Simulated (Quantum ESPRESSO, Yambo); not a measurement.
An input for Yambo 5.3.0 (MgO (Fm-3m)):

```
HF_and_locXC
gw0
dyson
ppa
em1d
rim_cut
RandQpts= 1000000
RandGvec= 1 RL
EXXRLvcs= 76 Ry
VXCRLvcs= 304 Ry
Chimod= "HARTREE"
% BndsRnXp
 1 | 49 |
%
NGsBlkXp= 9.5 Ry
% LongDrXp
 1 | 1 | 1 |
%
% GbndRnge
 1 | 49 |
%
DysSolver= "n"
ExtendOut
PPAPntXp= 27.21138 eV
% QPkrange
 1 | 8 | 6 | 12 |
%
GfnQPdb= "E < ./gw8_fix/ndb.QP"
XfnQPdb= "E < ./gw8_fix/ndb.QP"
```

```sh
OMP_NUM_THREADS=1 mpirun -n 4 yambo -F gw9.in -J gw9 -C gw9 > gw9.log
```

The stored states that it reads are on a 4×4×4 mesh. Symmetry: Fm-3m, No. 225, cubic system. The conventional cell has a = 4.194 Å, b = 4.194 Å, c = 4.194 Å, α = 90.00°, β = 90.00°, γ = 90.00°. Nearest to Mg lie 6 O at 2.10 Å. Nearest to O lie 6 Mg at 2.10 Å. Farther neighbours and most contacts between anions are not listed.

Question: How long will it take on 4 MPI ranks of Arm Neoverse V1, shared host, and how much memory?

It took 26 s; on shared hardware allow 13 s to 52 s. Peak host memory was 1.2 GiB.

The screening grows as filled bands × empty bands × pairs of k points, times the square of the screening basis for the matrix.

[Paths, hosts, dates, memory and timing lines, banners, echoed tables and standing remarks are left out of the program output.]

[Logs are printed without paths, hosts, clocks, repeated set-up lines and the standing remarks that a program may print on its own settings, such as how far it seeks lower states.]

[Runs of the session that timed out or met a known fault of the program may be left out.]

[Hosts, paths, dates, database ids (printed as entryN), source tags and the programs' standing remarks are cut or masked in the printed files.]
